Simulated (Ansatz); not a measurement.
A (100) slab of Ti (P6_3/mmc (No. 194)), 10 planes, outer planes Ti (top) and Ti (bottom), with 10 atoms (Ti10) in a surface cell of A = 13.316 Å², as cut from the bulk:

```
Ti
1.0
     2.90044    0.00000    0.00000
     0.00000    4.59099    0.00000
     0.00000    0.00000   26.72197
Ti
10
Direct
  0.00000 0.25000 0.28067
  0.00000 0.75000 0.34333
  0.50000 0.25000 0.37467
  0.50000 0.75000 0.43733
  0.00000 0.25000 0.46867
  0.00000 0.75000 0.53133
  0.50000 0.25000 0.56267
  0.50000 0.75000 0.62533
  0.00000 0.25000 0.65667
  0.00000 0.75000 0.71933
```

All numbers below come from DFT PBEsol, scalar-relativistic, plane waves, PAW (Ansatz). Plane waves to 420 eV, a k mesh through Γ of 12×8×1 on the computed 10-atom cell and Gaussian smearing (0.10 eV); no spin polarisation.

Against the same 10 atoms in the bulk, the slab as cut lies 4.444 eV higher and the relaxed slab 4.093 eV higher.

Question: Work out the surface energy before and after relaxation.

Answer: The slab has two faces, so γ = (E_slab − N·E_bulk)/(2A), the mean of both. As cut: 4.444/(2 × 13.316) = 0.1669 eV/Å², and 1 eV/Å² = 16.02 J/m², so γ = 2.67 J/m². Relaxed: 4.093/(2 × 13.316) = 0.1537 eV/Å² = 2.46 J/m². Relaxation recovers 8 % of the cost of cutting.

Question: What is the ideal work of this cut, per area?

Answer: Griffith's ideal work is 2γ: 5.35 J/m² if the new faces stay rigid, 4.92 J/m² if they relax. Other cuts parallel to this plane can cost less. One thickness was run, 10 planes, so γ can still shift with it.